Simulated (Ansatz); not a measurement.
# PbSe (Pm-3m) in Ansatz: notebook, part 2 of 2

Ansatz 0.2.0. Earlier steps stand in the parts before.

## 4. Band structure, PBEsol

File input.yaml:

```yaml
crystal:
  lattice:
    - [3.784322, 0.0, 0.0]
    - [0.0, 3.784322, 0.0]
    - [0.0, 0.0, 3.784322]
  atoms:
    - { symbol: Pb, position: [0.0, 0.0, 0.0] }
    - { symbol: Se, position: [0.5, 0.5, 0.5] }
kpoints:
  mp_grid: { grid: [7, 7, 7] }
  band_path:
    path:
      - [0.0, 0.0, 0.0]
      - [0.0, 0.5, 0.0]
      - [0.5, 0.5, 0.0]
      - [0.0, 0.0, 0.0]
      - [0.5, 0.5, 0.5]
      - [0.0, 0.5, 0.0]
    npoints: 8
scf:
  occupations: { method: fermi_dirac, width: 0.05 }
hamiltonian:
  xc: pbesol
  pseudopotentials: { kind: all_electron, lapw: { basis_error: 0.001 } }
output:
  forces: true
  stress: true
  eigenvalues: true
```

Potentials or basis: all-electron LAPW, scalar-relativistic.

The run is started by

```sh
ansatz run input.yaml --threads 1 --pin off --max-ram 3072MiB --backend cpu --events-out ev --progress --plain --runs-dir out
```

The log of the run:

```text
Warning: RAYON_NUM_THREADS=1 ignored (pool sized by the plan → 1); use --threads N
LAPW: plane waves up to 6.393 Å⁻¹, error target 1.0e-3 eV per atom; small_component_spin mean_spin; Se in spheres of 1.534 Å, 24 of its electrons in bands, Dirac shells []; Pb in spheres of 1.744 Å, 36 of its electrons in bands, Dirac shells [] (how accurate: hamiltonian.pseudopotentials.lapw.basis_error, Limitations)
Engine: ansatz 0.2.0, aarch64-unknown-linux-gnu
Pseudopotentials: kind: all_electron
Pseudopotential: Pb, LAPW, valence charge 36, lapw/all_electron/scalar/gaussian/Pb, Koelling and Harmon's equation, gaussian nucleus
Pseudopotential: Se, LAPW, valence charge 24, lapw/all_electron/scalar/gaussian/Se, Koelling and Harmon's equation, gaussian nucleus
Functional definition: PBEsol
  exchange = pbesol_x
  correlation = pbesol_c
Crystal: 2 atoms, lattice volume = 54.196 Å³
Basis set: ecut = 155.7256324287537 eV, 251 PW (Γ), exchange–correlation at level 2
Bands: 36, of which v1, the nominal top of the filled ones, is band 30 counted from 1 (29 counted from 0)
Symmetry: 48 space group operations
Space group: Pm-3m (ITA 221), of the structure as read, at distance tolerance 3.8e-5 Å
k-points: 20 of 343
Non-local potential: Pb, projectors of the file, none
Non-local potential: Se, projectors of the file, none
Initial density: superposition of atomic densities (chi_scale 0.1, normalization cell, long waves kept (reshape's long-wave potential 0.00 eV rms))
Initial wavefunctions: plane waves of lowest kinetic energy (no species holds an atomic orbital)
Functional: x = pbesol(κ = 0.804, μ = 0.12345679012345678), c = pbesol(β = 0.046)
iter 1 solved again at ethr=1.79e-3 eV; its pass at ethr=1.00e-1 eV (dr2=1.08e0 eV) is discarded
SCF iter   1: F=—  HF=-633997.007490 eV  |F-HF|=—  |Δ(HF+E_count)|=         —  Δρ=2.69e-2  dr2=1.08e0  ethr=1.79e-3  ⟨swp⟩=2.0  Hψ=4355  notcnv=0
preconditioner: auto → Resta (q_TF=auto, 2.775 Å⁻¹)  ε∞=2.8  [insulator: Δε(μ)=0.567 eV  Ē_g=16.813 eV  σ=0.050 eV  W_gap=0.99  n_scr=18 (ndim 8)  ℏωp=22.6 eV  f_vac=0.000  D(μ)=0.02/eV (n_scr^D=0)  ε∞_Penn≈2.8]
iter 2 solved again at ethr=7.16e-5 eV; its pass at ethr=1.79e-3 eV (dr2=4.29e-2 eV) is discarded
SCF iter   2: F=—  HF=-633996.609560 eV  |F-HF|=—  |Δ(HF+E_count)|=   3.98e-1  Δρ=5.82e-3  dr2=4.29e-2  ethr=7.16e-5  ⟨swp⟩=2.0  Hψ=3617  notcnv=0
preconditioner: auto → Kerker (q_TF=auto, 2.775 Å⁻¹)  [metal: Δε(μ)=0.021 eV  Ē_g=17.119 eV  σ=0.050 eV  W_gap=0.11  n_scr=18 (ndim 8)  ℏωp=22.6 eV  f_vac=0.000  D(μ)=1.25/eV (n_scr^D=6)]
SCF iter   3: F=—  HF=-633996.608482 eV  |F-HF|=—  |Δ(HF+E_count)|=   1.08e-3  Δρ=7.05e-3  dr2=7.97e-2  ethr=7.15e-5  ⟨swp⟩=2.0  Hψ=2144  notcnv=0
SCF iter   4: F=—  HF=-633996.595617 eV  |F-HF|=—  |Δ(HF+E_count)|=   1.29e-2  Δρ=1.92e-3  dr2=4.89e-3  ethr=7.15e-5  ⟨swp⟩=2.0  Hψ=1991  notcnv=0
SCF iter   5: F=—  HF=-633996.596302 eV  |F-HF|=—  |Δ(HF+E_count)|=   6.85e-4  Δρ=7.52e-4  dr2=5.11e-4  ethr=8.16e-6  ⟨swp⟩=2.0  Hψ=2142  notcnv=0
SCF iter   6: F=—  HF=-633996.596426 eV  |F-HF|=—  |Δ(HF+E_count)|=   1.24e-4  Δρ=3.21e-4  dr2=1.10e-4  ethr=8.52e-7  ⟨swp⟩=2.0  Hψ=2142  notcnv=0
SCF iter   7: F=—  HF=-633996.596426 eV  |F-HF|=—  |Δ(HF+E_count)|=   3.23e-7  Δρ=9.62e-5  dr2=8.06e-6  ethr=1.83e-7  ⟨swp⟩=2.0  Hψ=2142  notcnv=0
SCF iter   8: F=—  HF=-633996.596424 eV  |F-HF|=—  |Δ(HF+E_count)|=   1.92e-6  Δρ=4.40e-5  dr2=1.69e-6  ethr=1.34e-8  ⟨swp⟩=2.0  Hψ=2142  notcnv=0
SCF iter   9: F=—  HF=-633996.596423 eV  |F-HF|=—  |Δ(HF+E_count)|=   1.11e-6  Δρ=2.27e-5  dr2=2.70e-7  ethr=2.82e-9  ⟨swp⟩=2.0  Hψ=2142  notcnv=0
SCF iter  10: F=-633996.596423 eV  HF=-633996.596423 eV  |F-HF|=4.30e-8  |Δ(HF+E_count)|=   1.09e-7  Δρ=8.25e-6  dr2=5.71e-8  ethr=4.50e-10  ⟨swp⟩=2.0  Hψ=2144  notcnv=0
SCF 1 converged in 10 iterations: F = -633996.596423 eV  dr2 = 5.71e-8
NSCF: frozen V_eff on 41 k-points
SCF converged after 10 iterations
Free energy (F): -633996.596423 eV
Harris-Foulkes:  -633996.596423 eV  (|F-HF|=4.30e-8)
Internal energy: -633996.586147 eV  (E = F + TS)
E sigma→0 (E₀):  -633996.591285 eV
Entropy (-TS):   -0.010277 eV (-5.138 meV/atom)
Fermi energy:    12.227214 eV
--- Per-component energies (eV) ---
  E_band       = -3810.277227
  E_kinetic    = 722369.980288
  E_xc         = -12776.768017
  E_electrostatic = -1343589.798417  (all electrons and nuclei)
  E_smearing   = -0.010277  (= −TS)
  E_closure    = 0.000000  (closes the sum)
  E_atoms      = -633988.145556  (free atoms, spherical and without spin; not in F)
  Σ components = -633996.596423   (vs F -633996.596423, Δ=0.00e0)
  Basis errors (estimates in eV, not in F): energy 2.8e-4 per atom: plane waves 2.5e-4 (1.3e-4 summed), levels above the bands 2.7e-85, relativity 1.0e-8, radial functions 2.6e-5, core shells 1.1e-9; eigenvalues (radial functions only) 1.4e-5; not estimated: angular momenta, meshes, grids; target (lapw.basis_error) 1.0e-3; muffin-tin radii Se 1.534 Å, Pb 1.744 Å
--- Forces (eV/Å), atoms counted from 1 ---
  atom   1  Pb    -0.00000000     0.00000000    -0.00000000
  atom   2  Se     0.00000000    -0.00000000    -0.00000000
  max |Σ_I F_I| component: 4.60e-31 eV/Å
--- Stress (GPa, compression-positive) ---
       -3.247213       0.000000       0.000000
        0.000000      -3.247213      -0.000000
        0.000000      -0.000000      -3.247213
  P = ⅓ Tr σ = -3.2472 GPa (-32.472 kbar)
--- Band table (eV; the first three rows and the last of 20) ---
  k-point 0: bands = ["-194.5137", "-134.1777", "-134.1777", "-134.1777", "-127.2219", "-116.2794", "-116.2794", "-116.2794", "-116.2780", "-116.2780", "-116.2780", "-116.2762", "-69.0081", "-69.0081", "-69.0081", "-34.6074", "-34.6074", "-34.6074", "-34.6070", "-34.6070", "-4.5872", "-4.5872", "-4.4375", "-4.4375", "-4.4375", "-0.9650", "5.1878", "10.7613", "10.7613", "10.7613", "17.3133", "17.3133", "18.3039", "18.3039", "18.3039", "23.4231"]
  k-point 1: bands = ["-194.5137", "-134.1777", "-134.1777", "-134.1777", "-127.2219", "-116.2794", "-116.2794", "-116.2794", "-116.2780", "-116.2780", "-116.2780", "-116.2762", "-69.0082", "-69.0081", "-69.0081", "-34.6075", "-34.6075", "-34.6074", "-34.6070", "-34.6069", "-4.5859", "-4.5651", "-4.4457", "-4.4457", "-4.4368", "-0.8170", "4.8904", "10.6676", "10.9355", "10.9355", "16.6289", "17.4711", "17.8244", "17.8244", "18.7887", "24.1028"]
  k-point 2: bands = ["-194.5137", "-134.1777", "-134.1777", "-134.1777", "-127.2219", "-116.2794", "-116.2794", "-116.2794", "-116.2780", "-116.2780", "-116.2780", "-116.2762", "-69.0084", "-69.0081", "-69.0081", "-34.6075", "-34.6075", "-34.6074", "-34.6070", "-34.6066", "-4.5830", "-4.5157", "-4.4639", "-4.4639", "-4.4352", "-0.4208", "4.1379", "10.8109", "11.3995", "11.3995", "14.6713", "16.7340", "16.7340", "17.9286", "21.1558", "22.1659"]
  k-point 19: bands = ["-194.5137", "-134.1777", "-134.1777", "-134.1777", "-127.2219", "-116.2794", "-116.2794", "-116.2794", "-116.2780", "-116.2780", "-116.2780", "-116.2762", "-69.0085", "-69.0085", "-69.0085", "-34.6077", "-34.6077", "-34.6077", "-34.6061", "-34.6061", "-4.5295", "-4.5247", "-4.5247", "-4.4030", "-4.4030", "0.9164", "5.6241", "9.4665", "9.7499", "9.7499", "12.0614", "12.0614", "12.8880", "24.5950", "25.2110", "25.2110"]
```

bands.tsv:

```text
[... 52 lines left out ...]
5.446246	-206.740942	-146.404922	-146.404922	-146.404922	-139.449144	-128.506598	-128.506598	-128.506598	-128.505196	-128.505196	-128.505196	-128.503437	-81.235743	-81.235312	-81.235312	-46.834768	-46.834768	-46.834628	-46.834178	-46.833596	-16.807497	-16.707789	-16.707789	-16.697819	-16.660890	-12.142570	-8.927655	-0.241162	-0.236324	-0.236324	0.074426	3.412562	3.412562	6.470167	8.324287	13.058592
```

Wall time 12 s (1 thread of Arm Neoverse V1, shared host); peak memory 0.28 GiB.

Results:

```yaml
Free_energy: -633996.5964 eV
Pressure: -3.2 GPa
Band_gap_along_the_path: none (metal or under the smearing width)
```

Levels at the corners of the path, in eV from the Fermi level:
| point | band 26 | band 27 | band 28 | band 29 | band 30 | band 31 | band 32 | band 33 | band 34 | band 35 |
| --- | --- | --- | --- | --- | --- | --- | --- | --- | --- | --- |
| Γ | -13.19 | -7.04 | -1.47 | -1.47 | -1.47 | 5.09 | 5.09 | 6.08 | 6.08 | 6.08 |
| X | -12.14 | -8.93 | -0.24 | -0.24 | -0.24 | 0.07 | 3.41 | 3.41 | 6.47 | 8.32 |
| M | -11.50 | -7.42 | -4.34 | -4.34 | 0.02 | 4.12 | 4.12 | 5.01 | 6.73 | 8.68 |
| Γ | -13.19 | -7.04 | -1.47 | -1.47 | -1.47 | 5.09 | 5.09 | 6.08 | 6.08 | 6.08 |
| R | -11.27 | -6.37 | -2.32 | -2.32 | -2.32 | -0.61 | -0.61 | -0.61 | 13.71 | 13.71 |
| X | -12.14 | -8.93 | -0.24 | -0.24 | -0.24 | 0.07 | 3.41 | 3.41 | 6.47 | 8.32 |

Caveat: spin-orbit coupling is left out, which moves the levels of the heavy elements.

## 5. Single point, LDA, 25.47 Å³/atom (volume scaled by 0.94)

File input.yaml:

```yaml
crystal:
  lattice:
    - [3.7070692621, 0.0, 0.0]
    - [0.0, 3.7070692621, 0.0]
    - [0.0, 0.0, 3.7070692621]
  atoms:
    - { symbol: Pb, position: [0.0, 0.0, 0.0] }
    - { symbol: Se, position: [0.5, 0.5, 0.5] }
kpoints:
  mp_grid: { grid: [7, 7, 7] }
scf:
  occupations: { method: fermi_dirac, width: 0.05 }
hamiltonian:
  xc: lda
  pseudopotentials: { kind: all_electron, lapw: { basis_error: 0.001 } }
output:
  forces: true
  stress: true
  eigenvalues: true
```

The run is started by

```sh
ansatz run input.yaml --threads 1 --pin off --max-ram 3072MiB --backend cpu --events-out ev --progress --plain --runs-dir out
```

Wall time 7.8 s (1 thread of Arm Neoverse V1, shared host); peak memory 0.27 GiB.

The run converged. Its results:

```yaml
Free_energy: -633803.3548 eV
Pressure: -1.9 GPa
Band_gap_on_the_k_mesh: none (metal or under the smearing width)
```

## 6. Single point, LDA, 26.01 Å³/atom (volume scaled by 0.96)

Changes to input.yaml since step 5:

```diff
@@ -2,5 +2,5 @@
   lattice:
-    - [3.7070692621, 0.0, 0.0]
-    - [0.0, 3.7070692621, 0.0]
-    - [0.0, 0.0, 3.7070692621]
+    - [3.7331762438, 0.0, 0.0]
+    - [0.0, 3.7331762438, 0.0]
+    - [0.0, 0.0, 3.7331762438]
   atoms:
```

Potentials or basis: all-electron LAPW, scalar-relativistic.

The run is started by

```sh
ansatz run input.yaml --threads 1 --pin off --max-ram 3072MiB --backend cpu --events-out ev --progress --plain --runs-dir out
```

Wall time 8.3 s (1 thread of Arm Neoverse V1, shared host); peak memory 0.27 GiB.

Results (log left out):

```
Free energy            : -633803.3382 eV
Pressure               : -3.0 GPa
Band gap on the k mesh : none (metal or under the smearing width)
```

## 7. Single point, LDA, 26.56 Å³/atom (volume scaled by 0.98)

Changes to input.yaml since step 6:

```diff
@@ -2,5 +2,5 @@
   lattice:
-    - [3.7331762438, 0.0, 0.0]
-    - [0.0, 3.7331762438, 0.0]
-    - [0.0, 0.0, 3.7331762438]
+    - [3.7589231005, 0.0, 0.0]
+    - [0.0, 3.7589231005, 0.0]
+    - [0.0, 0.0, 3.7589231005]
   atoms:
```

The run is started by

```sh
ansatz run input.yaml --threads 1 --pin off --max-ram 3072MiB --backend cpu --events-out ev --progress --plain --runs-dir out
```

Wall time 7.8 s (1 thread of Arm Neoverse V1, shared host); peak memory 0.27 GiB.

The run converged. Its results:

* Free energy: -633803.3146 eV
* Pressure: -4.0 GPa
* Band gap on the k mesh: none (metal or under the smearing width)

## 8. Single point, LDA, 27.10 Å³/atom

Changes to input.yaml since step 7:

```diff
@@ -2,5 +2,5 @@
   lattice:
-    - [3.7589231005, 0.0, 0.0]
-    - [0.0, 3.7589231005, 0.0]
-    - [0.0, 0.0, 3.7589231005]
+    - [3.784322, 0.0, 0.0]
+    - [0.0, 3.784322, 0.0]
+    - [0.0, 0.0, 3.784322]
   atoms:
```

The run is started by

```sh
ansatz run input.yaml --threads 1 --pin off --max-ram 3072MiB --backend cpu --events-out ev --progress --plain --runs-dir out
```

It took 7.2 s on 1 thread of Arm Neoverse V1, shared host; peak memory 0.27 GiB.

The run converged. Its results:

```
Free energy            : -633803.2849 eV
Pressure               : -4.8 GPa
Band gap on the k mesh : none (metal or under the smearing width)
```

## 9. Single point, LDA, 27.64 Å³/atom (volume scaled by 1.02)

Changes to input.yaml since step 8:

```diff
@@ -2,5 +2,5 @@
   lattice:
-    - [3.784322, 0.0, 0.0]
-    - [0.0, 3.784322, 0.0]
-    - [0.0, 0.0, 3.784322]
+    - [3.8093844655, 0.0, 0.0]
+    - [0.0, 3.8093844655, 0.0]
+    - [0.0, 0.0, 3.8093844655]
   atoms:
```

Potentials or basis: all-electron LAPW, scalar-relativistic.

The run is started by

```sh
ansatz run input.yaml --threads 1 --pin off --max-ram 3072MiB --backend cpu --events-out ev --progress --plain --runs-dir out
```

Wall time 6.9 s (1 thread of Arm Neoverse V1, shared host); peak memory 0.27 GiB.

The run converged. Its results:

| Item | Value |
| --- | --- |
| Free energy | -633803.2498 eV |
| Pressure | -5.6 GPa |
| Band gap on the k mesh | none (metal or under the smearing width) |

## 10. Single point, LDA, 28.18 Å³/atom (volume scaled by 1.04)

Changes to input.yaml since step 9:

```diff
@@ -2,5 +2,5 @@
   lattice:
-    - [3.8093844655, 0.0, 0.0]
-    - [0.0, 3.8093844655, 0.0]
-    - [0.0, 0.0, 3.8093844655]
+    - [3.8341214214, 0.0, 0.0]
+    - [0.0, 3.8341214214, 0.0]
+    - [0.0, 0.0, 3.8341214214]
   atoms:
```

The run is started by

```sh
ansatz run input.yaml --threads 1 --pin off --max-ram 3072MiB --backend cpu --events-out ev --progress --plain --runs-dir out
```

Wall time 7.4 s (1 thread of Arm Neoverse V1, shared host); peak memory 0.27 GiB.

The run converged. Its results:

- Free energy: -633803.2099 eV
- Pressure: -6.2 GPa
- Band gap on the k mesh: none (metal or under the smearing width)

## 11. Single point, LDA, 28.72 Å³/atom (volume scaled by 1.06)

Changes to input.yaml since step 10:

```diff
@@ -2,5 +2,5 @@
   lattice:
-    - [3.8341214214, 0.0, 0.0]
-    - [0.0, 3.8341214214, 0.0]
-    - [0.0, 0.0, 3.8341214214]
+    - [3.8585432354, 0.0, 0.0]
+    - [0.0, 3.8585432354, 0.0]
+    - [0.0, 0.0, 3.8585432354]
   atoms:
```

The run is started by

```sh
ansatz run input.yaml --threads 1 --pin off --max-ram 3072MiB --backend cpu --events-out ev --progress --plain --runs-dir out
```

It took 6.9 s on 1 thread of Arm Neoverse V1, shared host; peak memory 0.26 GiB.

The run converged. Its results:

| Item | Value |
| --- | --- |
| Free energy | -633803.1657 eV |
| Pressure | -6.8 GPa |
| Band gap on the k mesh | none (metal or under the smearing width) |

## 12. Equation of state, LDA

Potentials or basis: all-electron LAPW, scalar-relativistic.

No new run: the results of the series are fitted here.

Results:

```
Equilibrium volume : 24.67 Å³/atom (rough: see the caveat)
Bulk modulus       : 64 GPa (rough)
```

Energy against volume, from the lowest point:
| volume (Å³/atom) | energy (meV/atom) |
| --- | --- |
| 25.472 | 0.00 |
| 26.014 | 8.29 |
| 26.556 | 20.07 |
| 27.098 | 34.93 |
| 27.640 | 52.49 |
| 28.182 | 72.46 |
| 28.724 | 94.52 |

Caveat: the minimum lies outside the volumes run.

## 13. Summary

| task | level | cutoff (eV) | pressure (GPa) |
| --- | --- | --- | --- |
| band structure | PBE | 156 | -0.2 |
| band structure | LDA | 156 | -4.8 |
| band structure | PBEsol | 156 | -3.2 |
| equation of state | LDA | - | - |

Alike in all rows: potentials or basis all-electron LAPW, scalar-relativistic; no spin polarisation; cell as given; k mesh 7 × 7 × 7; smearing fermi-dirac 0.05 eV; basis error allowed 0.001 eV/atom.

The pressure there spans -4.8 GPa (LDA) to -0.2 GPa (PBE); a positive pressure means that this level wants a larger cell, a negative one a smaller.

Caveats: spin-orbit coupling is left out, which moves the levels of the heavy elements (some runs); the minimum lies outside the volumes run (some runs).

Compare energies only between runs with the same functional and basis.
